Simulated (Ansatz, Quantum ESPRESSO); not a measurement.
## GaAs (111), zinc blende: a film clamped to its substrate

A thin film takes the in-plane lattice of its substrate and is free along the normal. How do the free axis and the stress follow the misfit? The strained cell has c along the film normal; unstrained it is a = 4.0017 Å, b = 4.0017 Å, c = 9.8022 Å, α = 90.00°, β = 90.00°, γ = 120.00°, with 6 atoms.

Calculated with Ansatz 0.2.0, PBEsol, PAW files of the set soft_1, cutoff 600 eV, Fermi–Dirac smearing 0.02 eV, k-mesh 8×8×3, no spin polarisation, no spin-orbit coupling.

Relaxed positions at 0 %:

```csv
atom,x,y,z
As,0.0000,0.0000,0.7500
As,0.3333,0.6667,0.0833
As,0.6667,0.3333,0.4166
Ga,0.0000,0.0000,0.0000
Ga,0.3333,0.6667,0.3334
Ga,0.6667,0.3333,0.6667
```

```
ε∥ (%)   a (Å)   c (Å)  ε⊥ (%)  σ (GPa, tension positive)
    −3  3.8817  9.9405   1.411                      −5.45
    −2  3.9217  9.8933   0.929                      −3.50
     0  4.0017  9.7996  −0.026                      −0.02
     1  4.0417  9.7555  −0.476                       1.51
     2  4.0818  9.7124  −0.916                       2.88
     3  4.1218  9.6724  −1.324                       4.13
```

**Question.** Fit both responses and give the free strain and the stress at −1 %, a row left out above.

Least squares with y = y0 + y1 ε + y2 ε² (ε in %) gives ε⊥ = −0.025 + (−0.4575) ε + (0.0077) ε² and σ = −0.02 + (1.596) ε + (−0.071) ε² GPa. The linear terms put the ratio of free to applied strain at −0.458 and the biaxial modulus at 160 GPa.

At −1 % the free strain comes out as 0.440 %. The run itself gives 0.444 %, so the estimate misses by 0.004 %; the fitted rows themselves lie up to 0.009 % off the law.

The stress comes out as −1.69 GPa. The run itself gives −1.70 GPa, so the estimate misses by 0.01 GPa, a rounding's worth.

The negative ε² term means that the crystal stiffens in compression and softens in tension.

The same fit over all rows at other levels or in other programs gives the strain ratio = −0.469 with PBEsol (Quantum ESPRESSO, GBRV) and −0.461 with PBEsol (Quantum ESPRESSO, PseudoDojo).

[Logs are printed without paths, hosts, clocks, repeated set-up lines and the standing remarks that a program may print on its own settings, such as how far it seeks lower states.]
